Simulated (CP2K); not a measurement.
Crystal: SnO2.

```
Sn O
1.0
     5.85257    0.00000    0.00000
     3.11855    4.95250    0.00000
    -4.48556   -2.47625    2.82852
Sn O
2 4
Direct
  0.00000 0.00000 0.00000
  0.75000 0.25000 0.50000
  0.54652 0.04652 0.50000
  0.20348 0.20348 0.00000
  0.95348 0.45348 0.50000
  0.79652 0.79652 0.00000
```

Measurements of this composition are mostly on another form, of space group No. 136.

Program: CP2K 2026.2. Alike in all runs: task band structure; no spin polarisation; cell as given; k mesh 9 × 9 × 9.

Question: Order these runs on this cell by their pressure, lowest first.
A. level PBEsol; potentials or basis POTENTIAL_UZH Sn GTH-PBE-q4, O GTH-PBE-q6; TZVP-MOLOPT-PBE-GTH basis; smearing fermi-dirac 0.05 eV; EPS_DEFAULT 1.0E-9; points a segment of the path (NPOINTS) 10; bands added on the path 2; CUTOFF of the grids 600 Ry
B. level LDA; potentials or basis GTH_POTENTIALS Sn GTH-PADE-q4, O GTH-PADE-q6; TZVP-MOLOPT-PBE-GTH basis; smearing fermi-dirac 0.05 eV; EPS_DEFAULT 1.0E-10; points a segment of the path (NPOINTS) 10; bands added on the path 2; CUTOFF of the grids 600 Ry
C. level r2SCAN; potentials or basis POTENTIAL_UZH Sn GTH-SCAN-q4, O GTH-SCAN-q6; TZVP-MOLOPT-SCAN-GTH basis; smearing fermi-dirac 0.01 eV; EPS_DEFAULT 1.0E-9; points a segment of the path (NPOINTS) 8; bands added on the path 6; CUTOFF of the grids 850 Ry

Answer: C (-15.6 GPa), B (-5.0 GPa), A (8.1 GPa).

Caveats: the basis of atomic orbitals isn't converged, which shifts pressures, moduli and gaps; so large a pressure means that the cell lies far from this level's equilibrium, or that cutoff or potentials fall short (some runs); the potentials were made for another functional, which shifts forces and pressure (some runs).
